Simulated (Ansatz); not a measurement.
Low-index surfaces of HgSe, space group F-43m (No. 216). Relaxed bulk:

```cif
data_structure
_symmetry_space_group_name_H-M 'F-43m'
_symmetry_Int_Tables_number 216
_cell_length_a 6.2602
_cell_length_b 6.2602
_cell_length_c 6.2602
_cell_angle_alpha 90.000
_cell_angle_beta 90.000
_cell_angle_gamma 90.000
_cell_volume 245.34
loop_
_atom_site_label
_atom_site_type_symbol
_atom_site_symmetry_multiplicity
_atom_site_Wyckoff_symbol
_atom_site_fract_x
_atom_site_fract_y
_atom_site_fract_z
_atom_site_occupancy
Hg1 Hg 4 a 0.00000 0.00000 0.00000 1
Se1 Se 4 c 0.25000 0.25000 0.25000 1
```

Miller indices refer to the conventional cell, a = 6.260 Å, b = 6.260 Å, c = 6.260 Å, α = 90.00°, β = 90.00°, γ = 90.00°.

These are results of DFT PBE, scalar-relativistic, plane waves, PAW in Ansatz, not measurements. Cutoff 420 eV, Γ-centred meshes, Gaussian smearing of 0.10 eV, no spin polarisation.

All atoms of each slab relax at the bulk's in-plane cell, with a dipole correction; γ is the mean of a slab's two faces. Bonds are neighbours within 10 % of the shortest distances in the bulk.

Task: Order these faces by relaxed surface energy, lowest first.
A. (110), ending in HgSe (5 planes)
B. (111), ending in Hg and Se (6 planes)

Result: A (0.14 J/m²), B (0.34 J/m²).

Task: What are the details?

Result: 
```
                      face  planes  thickness (Å)  area (Å²)  cut bonds per Å²  γ as cut (J/m²)  γ relaxed (J/m²)
     (110), ending in HgSe       5            8.9      27.71             0.072             0.40              0.14
(111), ending in Hg and Se       6            8.1      16.97             0.059             0.50              0.34
```

Faces whose slabs rebuild by over 0.8 Å, distort in their middle or lose their symmetry through the k mesh, and polar cuts of insulators, are left out. Of the terminations computed for a plane the cheapest is shown.

The slabs are thin, so differences under about 0.05 J/m² aren't settled, and faces are 1×1 cells, without the reconstructions that some real ones have. Spin-orbit coupling is left out, which matters for the bands of heavy elements.

The count of cut bonds doesn't pick the cheapest face here.
